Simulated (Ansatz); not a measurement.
A vibration from a frozen displacement in Bi2Te3

Level of theory: DFT PBE, scalar-relativistic, plane waves, PAW in Ansatz 0.2.0. The runs took a 420 eV cutoff, a Γ-centred 12×12×12 mesh and Gaussian smearing (0.05 eV). Spin–orbit coupling is left out, which matters for the heavy elements here. No spin polarisation. Energies are free energies at this smearing, counted from the undisturbed cell; pressure is positive in compression.

The starting cell (relaxed at this level):

```xyz
5
Lattice="2.2233 1.2836 10.7229 -2.2233 1.2836 10.7229 0.0000 -2.5672 10.7229" Properties=species:S:1:pos:R:3 pbc="T T T"
Bi    0.0000    0.0000   12.7776
Bi    0.0000    0.0000   19.3910
Te    0.0000    0.0000    0.0000
Te    0.0000    0.0000    6.9495
Te    0.0000    0.0000   25.2192
```

The cell holds layers and no dispersion correction was added, so their binding is poorly described.

Every Bi atom is moved by x along the Cartesian unit vector (-0.500, -0.866, 0.000); the cell and all other atoms stay fixed. The cell's volume is 183.61 Å³; the moved atoms weigh 417.961 u together and the others 382.800 u.

| x (Å) | ΔE (meV/cell) | total force on the moved atoms along the move (eV/Å) | pressure (GPa) |
| --- | --- | --- | --- |
| -0.1000 | 16.99 | 0.3487 | 0.1160 |
| -0.0500 | 4.16 | 0.1677 | 0.0294 |
| 0.0000 | 0.00 | 0.0000 | 0.0005 |
| 0.0750 | 9.45 | -0.2559 | 0.0655 |

Problem. What frequency belongs to this motion?

Solution. The force constant is k = −dF/dx = 3.377 eV/Å², from the parabola through x = -0.0500, 0 and 0.0750. In every cell the moved atoms swing against the rest, so the mass is μ = m₁m₂/(m₁ + m₂) = 199.804 u, and ν̃ = 521.5 cm⁻¹ × √(|k|/μ) = 68 cm⁻¹. The pattern needn't be a normal mode: ν̃² is then a weighted mean of the squared nonzero frequencies at the zone centre of this cell, taken without macroscopic field, so it lies between the lowest and the highest of them.

Problem. How far does the harmonic law reach?

Solution. At x = -0.100 Å, kx²/2 = 16.89 meV against the computed 16.99 meV (+0.6 %): the well is still close to harmonic there.

Cost: 4 runs of about 8.3 core-minutes in all, on Intel Xeon 6975P-C (Granite Rapids) (shared hosts).

The 68 cm⁻¹ reflects both heavy atoms and a modest restoring force. Because the Te atoms keep their mutual positions, Te–Te contacts across the gap between layers aren't strained, and the resistance probably comes mostly from bending and stretching the p-bonded Bi–Te framework within each layer.

Both Bi atoms move the same way in the plane, so the pattern is odd under inversion and polar. It therefore mixes the two infrared-active E_u optical modes and has no component along the Raman-active ones. The value is best read as an average over that pair, not as a line to be matched with a spectrum.

Inversion also makes the energy even in x, which rules out a cubic term. The force per unit displacement nevertheless grows steadily with amplitude in every displaced row, the mark of a weak quartic hardening. The fitted parabola absorbs part of this into k, so the true harmonic constant is probably slightly below 3.377 eV/Å², and the +0.6 % energy difference understates the anharmonicity.
